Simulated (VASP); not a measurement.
# CdH2O2: time-dependent DFT spectra, part 2 of 4

Wanted: excitation energies of CdH2O2 by functional. The cell has space group P-3m1, a computed entry that need not be the common form of this compound. The start is a computed cell from the Materials Project.

VASP 6.6.1, plane waves and PAW; the level of theory is named at each step.

So far. Step 2 (Relaxation): At LDA, with these data sets, the largest force is down to 0.0055 eV/Å.

**4. Empty bands, functional LDA**

Level of this step: LDA; plane waves and PAW (Cd, O, H) (VASP).

ALGO = Exact diagonalises the converged Hamiltonian in one step, and LOPTICS writes the k-derivatives of the orbitals (WAVEDER), which give the transition dipoles.

INCAR

```
SYSTEM = CdH2O2
PREC = Accurate
ENCUT = 420
ISMEAR = 0
SIGMA = 0.01
LREAL = .FALSE.
GGA = CA
NBANDS = 32
ALGO = Exact
NELM = 1
LWAVE = .TRUE.
LCHARG = .FALSE.
LOPTICS = .TRUE.
NEDOS = 1000
CSHIFT = 0.1
```

POSCAR

```
CdH2O2
1.0
    3.5155259648      0.0000000000      0.0000000000
   -1.7577629824      3.0445347931      0.0000000000
    0.0000000000      0.0000000000      4.6429792900
Cd O H
1 2 2
Direct
    0.0000000000      0.0000000000      0.0000000000
    0.6666666700      0.3333333300      0.7647888761
    0.3333333300      0.6666666700      0.2352111239
    0.6666666700      0.3333333300      0.5528399165
    0.3333333300      0.6666666700      0.4471600835
```

KPOINTS

```
Automatic mesh
0
Gamma
6 6 4
0 0 0
```

PAW data sets: Cd, O and H (PBE family, release 64).

Launch:

```console
$ mpirun -np 4 vasp_std
```

The log of the run:

```text
[banner, memory and clock lines left out]
running    4 mpi-ranks, on    1 nodes
 distrk:  each k-point on    4 cores,    1 groups
 distr:  one band on    1 cores,    4 groups

 POSCAR found type information on POSCAR CdO H
 POSCAR found :  3 types and       5 ions
 [... a notice as in an earlier step ...]

 LDA part: xc-table for (Slater(with rela. corr.)+CA(PZ))
 , standard interpolation
 found WAVECAR, reading the header
  number of bands has changed, file:    19 present:    32
  trying to continue reading WAVECAR, but it might fail
 POSCAR, INCAR and KPOINTS ok, starting setup
 FFT: planning ... GRIDC
 FFT: planning ... GRID_SOFT
 FFT: planning ... GRID
 reading WAVECAR
 random initialization beyond band           19
 the WAVECAR file was read successfully
 initial charge from wavefunction
 entering main loop
       N       E                     dE             d eps       ncg     rms          rms(c)
DIA:   1    -0.248100532917E+02   -0.24810E+02    0.00000E+00     0   0.000E+00
   1 F= -.24810053E+02 E0= -.24810053E+02  d E =-.264532E-27
 writing wavefunctions
 optical routines
 imaginary and real dielectric function
 recalculating local potential from charge density
 direction            1
 direction            2
 direction            3
```

Elapsed: 18 s, on 4 MPI ranks of AMD EPYC 7R43, shared host; peak memory 0.91 GiB.

OUTCAR, selected parts (step 4):

```text
The static configuration has the point symmetry D_3d.

 Found     24 irreducible k-points:

   k-points           NKPTS =     24   k-points in BZ     NKDIM =     24   number of bands    NBANDS=     32

   NELECT =      26.0000    total number of electrons

 E-fermi :  -0.2285

 k-point     1 :       0.0000    0.0000    0.0000
  band No.  band energies     occupation
    ...
      9      -4.3962      2.00000
     10      -1.4327      2.00000
     11      -1.4327      2.00000
     12      -0.6299      2.00000
     13      -0.6299      2.00000
     14       1.2037      0.00000
     15       5.6120      0.00000
     16       9.3839      0.00000
     17      12.3363      0.00000
     18      12.3363      0.00000
    ...

 k-point     2 :       0.1667    0.0000    0.0000
  band No.  band energies     occupation
    ...
      9      -4.3011      2.00000
     10      -2.3969      2.00000
     11      -1.7158      2.00000
     12      -1.0131      2.00000
     13      -0.5329      2.00000
     14       2.4278      0.00000
     15       6.4200      0.00000
     16       8.8586      0.00000
     17      10.7164      0.00000
     18      12.3996      0.00000
    ...

  Total       -2.2389624     -2.2389624     -1.8911132     -0.0000000     -0.0000000      0.0000000
  in kB      -72.1854029    -72.1854029    -60.9705492     -0.0000000     -0.0000000      0.0000000
  external PRESSURE =     -68.4471183 kB  Pullay stress =       0.0000000 kB

 POSITION                                       TOTAL-FORCE (eV/Angst)
 -----------------------------------------------------------------------------------
      0.00000      0.00000      0.00000        -0.000000      0.000000      0.000000
      1.75776      1.01484      3.55090        -0.000000      0.000000      0.033126
     -0.00000      2.02969      1.09208         0.000000     -0.000000     -0.033126
      1.75776      1.01484      2.56682        -0.000000     -0.000000     -0.028077
     -0.00000      2.02969      2.07616        -0.000000      0.000000      0.028077
 -----------------------------------------------------------------------------------
    total drift:                               -0.000000     -0.000000      0.000000

  FREE ENERGIE OF THE ION-ELECTRON SYSTEM (eV)
  ---------------------------------------------------
  free  energy   TOTEN  =       -24.8100532917 eV

  energy  without entropy=      -24.8100532917  energy(sigma->0) =      -24.81005329

 plasma frequency squared (from intraband transitions) (eV^2)
  --------------------------------------------------------------------------------------
       0.000      -0.000       0.000
      -0.000       0.000       0.000
       0.000       0.000       0.000

[... 7 parts as in an earlier step ...]

[... 5 further parts left out ...]
```

This step gave:

```
least direct gap on the k-mesh : 1.834 eV
```

WAVECAR now holds 32 bands for 26 electrons. Its independent-particle dielectric tensor has xx, yy, zz = 3.9, 3.9, 3.2 on this mesh, which isn't tested for convergence in mesh or bands and lacks local fields.

**5. Casida equation on LDA**

This step: time-dependent LDA, Casida form; plane waves and PAW (Cd, O, H) (VASP 6.6.1).

The Casida equation, in the Tamm-Dancoff approximation (ANTIRES = 0), couples the pairs by a local exchange-correlation kernel; a semilocal kernel is short-ranged.

INCAR

```
SYSTEM = CdH2O2
PREC = Accurate
ENCUT = 420
ISMEAR = 0
SIGMA = 0.01
LREAL = .FALSE.
GGA = CA
NBANDS = 32
ALGO = TDHF
NBANDSO = 4
NBANDSV = 5
OMEGAMAX = 25
NEDOS = 1000
CSHIFT = 0.1
PRECFOCK = Fast
LWAVE = .FALSE.
LCHARG = .FALSE.
ANTIRES = 0
LFXC = .TRUE.
LADDER = .FALSE.
```

POSCAR is that of step 4.

KPOINTS is that of step 4.

Launch:

```console
$ mpirun -np 4 vasp_std
```

The log of the run:

```text
[banner, memory and clock lines left out]
running    4 mpi-ranks, on    1 nodes
 distrk:  each k-point on    4 cores,    1 groups
 distr:  one band on    1 cores,    4 groups

 POSCAR found type information on POSCAR CdO H
 POSCAR found :  3 types and       5 ions
|                                                                             |
|               ----> ADVICE to this user running VASP <----                  |
|                                                                             |
|     You enforced a specific xc type in the INCAR file but a different       |
|     [... a line on the potential file left out ...]
|     I HOPE YOU KNOW WHAT YOU ARE DOING!                                     |
|                                                                             |

|                                                                             |
|           W    W    AA    RRRRR   N    N  II  N    N   GGGG   !!!           |
|           W    W   A  A   R    R  NN   N  II  NN   N  G    G  !!!           |
|           W    W  A    A  R    R  N N  N  II  N N  N  G       !!!           |
|           W WW W  AAAAAA  RRRRR   N  N N  II  N  N N  G  GGG   !            |
|           WW  WW  A    A  R   R   N   NN  II  N   NN  G    G                |
|           W    W  A    A  R    R  N    N  II  N    N   GGGG   !!!           |
|                                                                             |
|     The default for ENCUTGWSOFT is different in this version of VASP.       |
|     please manually set ENCUTGWSOFT =280 in the INCAR file.                 |
|                                                                             |

 LDA part: xc-table for (Slater(with rela. corr.)+CA(PZ))
 , standard interpolation
 found WAVECAR, reading the header
 POSCAR, INCAR and KPOINTS ok, starting setup
 FFT: planning ... GRIDC
 FFT: planning ... GRID_SOFT
 FFT: planning ... GRID
 reading WAVECAR
 the WAVECAR file was read successfully
 initial charge from wavefunction
 available memory per node:    180.14 GB, setting MAXMEM to    184461

 The Fermi energy was updated, please check that it is located mid-gap
 values below the HOMO (VB) or above the LUMO (CB) will cause erroneous energies
 E-fermi :   0.4507

 the WAVEDER file was read successfully
 responsefunction array rank=     544
 LDA part: xc-table for (Slater(with rela. corr.)+CA(PZ))
 , standard interpolation

 min. memory requirement per mpi rank    113.8 MB, per node    455.0 MB

 Doing            0  frequencies on each core in blocks of            0
 parallelization over k-points
 Using distributed matrix
 Using distributed eigensolver
 allocating two-electron 4 orbital integral table    4    5    4    5
 BSE setting up matrix
 available memory per node:    180.01 GB, setting MAXMEM to    184330
 Calculate matrix elements of the BSE Hamiltonian:
 Workload is divided into blocks of two-electron 4 orbital integrals computed in
  parallel.
 Each block/integral has dimensions  of (   4,   5,   4,   5) orbitals
 Total number of blocks/integrals:                10440
 Number of spins:                                     1
 Number of kpoints:                                 144
 Spin channel:                                        1
  Number of blocks of unoccupied bands:               1
  Number of blocks of occupied bands:                 1
 Number of rows/columns of blocks:                  144

                                                        Time (sec)
               Integrals                 Ranks       Real         CPU
  [         1 -        576/     10440]     4         0.78        0.00
  [       577 -       1152/     10440]     4         1.53        0.00
  [      1153 -       1728/     10440]     4         2.29        0.00
  [      1729 -       2304/     10440]     4         3.02        0.00
  [      2305 -       2880/     10440]     4         3.77        0.00
  [      2881 -       3456/     10440]     4         4.52        0.00
  [      3457 -       4032/     10440]     4         5.28        0.00
  [      4033 -       4608/     10440]     4         6.02        0.00
  [      4609 -       5184/     10440]     4         6.74        0.00
  [      5185 -       5760/     10440]     4         7.46        0.00
  [      5761 -       6336/     10440]     4         8.20        0.00
  [      6337 -       6912/     10440]     4         8.95        0.00
  [      6913 -       7488/     10440]     4         9.70        0.00
  [      7489 -       8064/     10440]     4        10.42        0.00
  [      8065 -       8640/     10440]     4        11.14        0.00
  [      8641 -       9216/     10440]     4        11.87        0.00
  [      9217 -       9792/     10440]     4        12.61        0.00
  [      9793 -      10368/     10440]     4        13.35        0.00
  [     10369 -      10440/     10440]     4        13.54        0.00

 BSE redistributing all elements
 BSE diagonalizing matrix PDSYEVX_ZHEEVX_DESC
 BSE calculating oscillator strength
```

Wall time 22 s (4 MPI ranks); peak memory 1 GiB.

From OUTCAR (step 5):

```text
   k-points           NKPTS =     24   k-points in BZ     NKDIM =    144   number of bands    NBANDS=     32

   NELECT =      26.0000    total number of electrons

 E-fermi :   0.4507

[... 7 parts as in an earlier step ...]

[... 2 further parts left out ...]
```

Numbers from this step:

```yaml
lowest_excitation: 1.836 eV
```

The imaginary dielectric function has structure finer than the step of the table below, so its rows give means over 0.5 eV, whole bins alone (the curve runs from 0 to 25 eV). Peaks (eV: height): xx 2.63: 3.05, 5.13: 3.56, 6.18: 3.57, 6.51: 3.97, 7.51: 4.26, 8.76: 2.33, 9.58: 2.41; zz 5.13: 1.68, 6.38: 1.63, 8.13: 3.19, 8.71: 2.98, 9.13: 4.01, 11.01: 2.30, 12.39: 2.38.

From 4 filled and 5 empty bands alone, without any pair above OMEGAMAX = 25 eV, so strength is missing wherever others contribute; lines are broadened by CSHIFT, which also makes the tail under the first line. Table of imaginary dielectric function by photon energy; means over each step:

| photon energy (eV) | xx | zz |
| --- | --- | --- |
| 0.5 | 0.0112 | 0.00200 |
| 1.0 | 0.0263 | 0.00415 |
| 1.5 | 0.0551 | 0.00682 |
| 2.0 | 0.162 | 0.0106 |
| 2.5 | 1.65 | 0.0174 |
| 3.0 | 1.37 | 0.0445 |
| 3.5 | 1.72 | 0.233 |
| 4.0 | 1.25 | 0.355 |
| 4.5 | 1.58 | 0.146 |
| 5.0 | 3.00 | 0.842 |
| 5.5 | 1.78 | 0.633 |
| 6.0 | 1.93 | 0.417 |
| 6.5 | 3.39 | 1.33 |
| 7.0 | 2.95 | 1.16 |
| 7.5 | 3.35 | 1.69 |
| 8.0 | 2.41 | 2.58 |
| 8.5 | 1.71 | 2.27 |
| 9.0 | 1.98 | 2.94 |
| 9.5 | 1.86 | 2.88 |
| 10.0 | 1.77 | 1.78 |
| 10.5 | 1.59 | 1.46 |
| 11.0 | 1.38 | 1.61 |
| 11.5 | 1.77 | 1.16 |
| 12.0 | 1.20 | 1.12 |
| 12.5 | 1.27 | 1.67 |
| 13.0 | 1.11 | 0.749 |
| 13.5 | 0.483 | 0.322 |
| 14.0 | 0.211 | 0.315 |
| 14.5 | 0.113 | 0.163 |
| 15.0 | 0.0452 | 0.0508 |
| 15.5 | 0.0223 | 0.0352 |
| 16.0 | 0.0163 | 0.0779 |
| 16.5 | 0.0129 | 0.0227 |
| 17.0 | 0.0106 | 0.0113 |
| 17.5 | 0.00892 | 0.00870 |
| 18.0 | 0.00763 | 0.00713 |
| 18.5 | 0.00661 | 0.00604 |
| 19.0 | 0.00578 | 0.00521 |
| 19.5 | 0.00513 | 0.00455 |
| 20.0 | 0.00456 | 0.00402 |
| 20.5 | 0.00408 | 0.00356 |
| 21.0 | 0.00367 | 0.00321 |
| 21.5 | 0.00334 | 0.00289 |
| 22.0 | 0.00302 | 0.00261 |
| 22.5 | 0.00276 | 0.00236 |
| 23.0 | 0.00253 | 0.00215 |
| 23.5 | 0.00233 | 0.00197 |
| 24.0 | 0.00215 | 0.00182 |
| 24.5 | 0.00199 | 0.00167 |

The lowest excitation lies at 1.836 eV, +3 meV against the direct gap of these orbitals. It is dark; the first state with over 2 % of the strongest strength among the lowest 40 lies at 2.547 eV. No second mesh in this session tests these energies, peaks and heights.

**6. Random-phase approximation on LDA**

This step: RPA spectrum on LDA; plane waves and PAW (Cd, O, H) (VASP 6.6.1).

With the exchange-correlation kernel off, only the local fields remain: the random-phase approximation.

INCAR: that of step 5 with these lines changed.

```diff
@@ -18,3 +18,3 @@
 ANTIRES = 0
-LFXC = .TRUE.
+LFXC = .FALSE.
 LADDER = .FALSE.
```

POSCAR is that of step 5.

KPOINTS is that of step 5.

Launch:

```console
$ mpirun -np 4 vasp_std
```

The log of the run:

```text
[banner, memory and clock lines left out]
 LDA part: xc-table for (Slater(with rela. corr.)+CA(PZ))
 , standard interpolation
 found WAVECAR, reading the header
 POSCAR, INCAR and KPOINTS ok, starting setup
 FFT: planning ... GRIDC
 FFT: planning ... GRID_SOFT
 FFT: planning ... GRID
 reading WAVECAR
 the WAVECAR file was read successfully
 initial charge from wavefunction
 available memory per node:    182.49 GB, setting MAXMEM to    186868

 Doing            0  frequencies on each core in blocks of            0
 parallelization over k-points
 Using distributed matrix
 Using distributed eigensolver
 allocating two-electron 4 orbital integral table    4    5    4    5
 BSE setting up matrix
 available memory per node:    182.39 GB, setting MAXMEM to    186771
 Calculate matrix elements of the BSE Hamiltonian:
 Workload is divided into blocks of two-electron 4 orbital integrals computed in
  parallel.
 Each block/integral has dimensions  of (   4,   5,   4,   5) orbitals
 Total number of blocks/integrals:                10440
 Number of spins:                                     1
 Number of kpoints:                                 144
 Spin channel:                                        1
  Number of blocks of unoccupied bands:               1
  Number of blocks of occupied bands:                 1
 Number of rows/columns of blocks:                  144

                                                        Time (sec)
               Integrals                 Ranks       Real         CPU
  [         1 -        576/     10440]     4         0.72        0.00
  [       577 -       1152/     10440]     4         1.46        0.00
  [      1153 -       1728/     10440]     4         2.17        0.00
  [      1729 -       2304/     10440]     4         2.96        0.00
  [      2305 -       2880/     10440]     4         3.68        0.00
  [      2881 -       3456/     10440]     4         4.39        0.00
  [      3457 -       4032/     10440]     4         5.19        0.00
  [      4033 -       4608/     10440]     4         5.90        0.00
  [      4609 -       5184/     10440]     4         6.65        0.00
  [      5185 -       5760/     10440]     4         7.36        0.00
  [      5761 -       6336/     10440]     4         8.17        0.00
  [      6337 -       6912/     10440]     4         8.97        0.00
  [      6913 -       7488/     10440]     4         9.74        0.00
  [      7489 -       8064/     10440]     4        10.46        0.00
  [      8065 -       8640/     10440]     4        11.19        0.00
  [      8641 -       9216/     10440]     4        11.90        0.00
  [      9217 -       9792/     10440]     4        12.62        0.00
  [      9793 -      10368/     10440]     4        13.38        0.00
  [     10369 -      10440/     10440]     4        13.59        0.00

[... 7 parts as in an earlier step ...]
```

The job ended after 22 s (4 MPI ranks; peak memory 1 GiB).

Parts of OUTCAR (step 6):

```text
   NELECT =      26.0000    total number of electrons

 E-fermi :   0.4507

[... 8 parts as in an earlier step ...]

[... 2 further parts left out ...]
```

Numbers from this step:

```
lowest excitation : 1.838 eV
```

The imaginary dielectric function has structure finer than the step of the table below, so its rows give means over 1 eV, whole bins alone (the curve runs from 0 to 25 eV). Peaks (eV: height): xx 2.6: 2.93, 5.2: 3.42, 6.2: 3.22, 6.6: 3.72, 7.5: 4.27, 7.8: 3.91, 9.6: 2.47; zz 5.1: 1.65, 6.4: 1.58, 8.1: 3.05, 8.7: 2.83, 9.2: 3.94, 11.0: 2.36, 12.4: 2.47.

From 4 filled and 5 empty bands alone, without any pair above OMEGAMAX = 25 eV, so strength is missing wherever others contribute; lines are broadened by CSHIFT, which also makes the tail under the first line. Imaginary dielectric function against photon energy; means over each step:

| photon energy (eV) | xx | zz |
| --- | --- | --- |
| 1 | 0.0268 | 0.00415 |
| 2 | 0.291 | 0.0108 |
| 3 | 1.69 | 0.0912 |
| 4 | 1.23 | 0.263 |
| 5 | 2.39 | 0.634 |
| 6 | 2.01 | 0.674 |
| 7 | 3.03 | 1.25 |
| 8 | 2.70 | 2.21 |
| 9 | 1.96 | 2.71 |
| 10 | 1.84 | 2.01 |
| 11 | 1.55 | 1.52 |
| 12 | 1.42 | 1.38 |
| 13 | 1.10 | 0.871 |
| 14 | 0.257 | 0.304 |
| 15 | 0.0557 | 0.0710 |
| 16 | 0.0173 | 0.0237 |
| 17 | 0.0111 | 0.0391 |
| 18 | 0.00791 | 0.00776 |
| 19 | 0.00598 | 0.00542 |
| 20 | 0.00470 | 0.00414 |
| 21 | 0.00378 | 0.00327 |
| 22 | 0.00312 | 0.00266 |
| 23 | 0.00260 | 0.00220 |
| 24 | 0.00220 | 0.00185 |

The lowest excitation lies at 1.838 eV, +4 meV against the direct gap of these orbitals. It is dark; the first state with over 2 % of the strongest strength among the lowest 40 lies at 2.547 eV. No second mesh in this session tests these energies, peaks and heights.

**7. Orbitals for ground state at HSE06**

This step: LDA; plane waves and PAW (Cd, O, H) (VASP 6.6.1).

A hybrid converges faster from good orbitals, so a cheap LDA run writes WAVECAR first.

INCAR

```
SYSTEM = CdH2O2
PREC = Accurate
ENCUT = 420
EDIFF = 1E-05
NELM = 100
ISMEAR = 0
SIGMA = 0.01
LREAL = .FALSE.
ALGO = Normal
GGA = CA
NBANDS = 19
LORBIT = 11
LWAVE = .TRUE.
LCHARG = .FALSE.
KPAR = 4
```

POSCAR is that of step 6.

KPOINTS is that of step 6.

Launch:

```console
$ mpirun -np 4 vasp_std
```

The log of the run:

```text
[... set-up lines as in an earlier step ...]
 entering main loop
       N       E                     dE             d eps       ncg     rms          rms(c)
[... 11 cycles as in an earlier step ...]
DAV:  12    -0.248100525439E+02    0.72116E-05   -0.81928E-05   992   0.821E-02
   1 F= -.24810053E+02 E0= -.24810053E+02  d E =-.224070E-24
 writing wavefunctions
```

The job ended after 3.8 s (4 MPI ranks; peak memory 0.47 GiB; 12 s of CPU time).

Parts of OUTCAR (step 7):

```text
   NELECT =      26.0000    total number of electrons

 E-fermi :  -0.2338

 k-point     1 :       0.0000    0.0000    0.0000
  band No.  band energies     occupation
    ...
      9      -4.3967      2.00000
     10      -1.4333      2.00000
     11      -1.4333      2.00000
     12      -0.6305      2.00000
     13      -0.6305      2.00000
     14       1.2031      0.00000
     15       5.6116      0.00000
     16       9.3832      0.00000
     17      12.3360      0.00000
     18      12.3360      0.00000
    ...

  Total       -2.2434230     -2.2434230     -1.8995940      0.0000000      0.0000000      0.0000000
  in kB      -72.3292143    -72.3292143    -61.2439756      0.0000000      0.0000000      0.0000000
  external PRESSURE =     -68.6341348 kB  Pullay stress =       0.0000000 kB

 POSITION                                       TOTAL-FORCE (eV/Angst)
 -----------------------------------------------------------------------------------
      0.00000      0.00000      0.00000        -0.000000      0.000000      0.000000
      1.75776      1.01484      3.55090         0.000000     -0.000000      0.032296
     -0.00000      2.02969      1.09208        -0.000000      0.000000     -0.032296
      1.75776      1.01484      2.56682        -0.000000      0.000000     -0.027103
     -0.00000      2.02969      2.07616        -0.000000     -0.000000      0.027103
 -----------------------------------------------------------------------------------
    total drift:                               -0.000000     -0.000000      0.000000

  FREE ENERGIE OF THE ION-ELECTRON SYSTEM (eV)
  ---------------------------------------------------
  free  energy   TOTEN  =       -24.8100525439 eV

  energy  without entropy=      -24.8100525439  energy(sigma->0) =      -24.81005254

[... 8 parts as in an earlier step ...]

[... 9 further parts left out ...]
```

Numbers from this step:

| Item | Value |
| --- | --- |
| Fermi energy | -0.2338 eV |
| pressure | -6.863 GPa |

The run ends at a pressure of -6.86 GPa, with forces up to 0.032 eV/Å.

(Continued in part 3 of 4.)

[Lines on the potential files, build, host, timing and source positions are cut from VASP's logs without a mark.]

[Logs are printed without paths, hosts, clocks, repeated set-up lines and the standing remarks that a program may print on its own settings, such as how far it seeks lower states.]

[Hosts, paths, dates, database ids (printed as entryN), source tags and the programs' standing remarks are cut or masked in the printed files.]

[Pressures printed for these runs are not shown converged in the cutoff: they can be off by several GPa and have the wrong sign.]
